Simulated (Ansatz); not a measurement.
Theory: DFT PBE, scalar-relativistic, plane waves, PAW in Ansatz. Cutoff 420 eV, Γ-centred meshes of about 0.25 Å⁻¹ or finer for metals and 0.3 Å⁻¹ for insulators (2π included), Gaussian smearing. No spin polarisation.

Temperature and zero-point effects are left out.

Two forms of Zn2Ga2O3 were relaxed alike.

A. Space group P-3m1 (No. 164), trigonal, a = 2.981 Å, c = 12.868 Å. Around Zn lie 9 Zn at 2.89–2.98 Å and 1 O at 3.06 Å; Ga is surrounded by 3 O at 1.89 Å and 3 O at 2.23 Å; O on a site of symmetry 3m is surrounded by 3 Ga at 1.89 Å, 3 O at 2.80 Å, 6 O at 2.98 Å and 1 Zn at 3.06 Å; O on a site of symmetry -3m has 6 Ga at 2.23 Å.

B. Space group P-6m2 (No. 187), hexagonal, a = 3.198 Å, c = 11.631 Å. Zn on its first site is surrounded by 2 Ga at 2.49 Å; Zn on its second site has 3 O at 1.85 Å; around Ga lie 3 O at 1.98 Å and 1 Zn at 2.49 Å; O on a site of symmetry 3m has 3 Ga at 1.98 Å; around O on a site of symmetry -6m2 lie 3 Zn at 1.85 Å.

**Question.** Which form is favoured at zero pressure, and by what margin per atom?

**Answer.** A is lower, by 27 meV/atom. A has space group P-3m1 (No. 164), 14.1 Å³/atom and no gap on its mesh; B has space group P-6m2 (No. 187), 14.7 Å³/atom and no gap. Counting O atoms around Ga and Zn (those within 1.25 times the shortest such distance or 1.15 times the sum of covalent radii; a plus sign parts nearer from farther groups; the shortest distance is added where it is long for a bond; a slash parts the counts of unlike sites), A has Zn 1 from 3.1 Å, Ga 3+3 and B has Zn 3/6 from 3.7 Å, Ga 3. Both come from trial cells of a structure search, whose lowest cell (P1, 14.8 Å³/atom) lies 56 meV/atom below the lower of the two.

For metals, differences of a few meV/atom aren't resolved. No dispersion correction is applied, so the spacing and binding between layers, chains or molecules are poorly described (P-3m1, P-6m2), and this can change margins and order among such cells. Trial moments fell under 0.15 μB along the way in P-3m1 and P-6m2; another start might hold them. Cells relaxed within their symmetry can be saddle points. Some candidate types were left out of the draw beforehand, so a known form may be missing.

Form A is best read as gallium oxide slabs alternating with layers of nearly neutral zinc: Ga(III) and oxide already balance in charge, zinc has mainly zinc neighbours, and its nearest oxygen at 3.06 Å is too far for a normal bond. The missing gap then probably comes from the Zn s and p bands. Form B shares the oxygen between both metals, with short Zn–O bonds at 1.85 Å, and leaves gallium formally reduced and bonded to zinc at 2.49 Å.

The preference for A suggests that fully oxidising gallium and keeping zinc metallic outweighs the Zn–O and Ga–Zn bonding of B, although three of the Ga–O contacts in A are long and weak. A is also the denser form, so modest pressure should widen its lead over B. The order holds only between these two, since the P1 cell lies well below both and neither is the ground state. Because A already resembles an intergrowth of zinc and Ga2O3, separation into those two phases is the obvious competing outcome, and it isn't tested here.
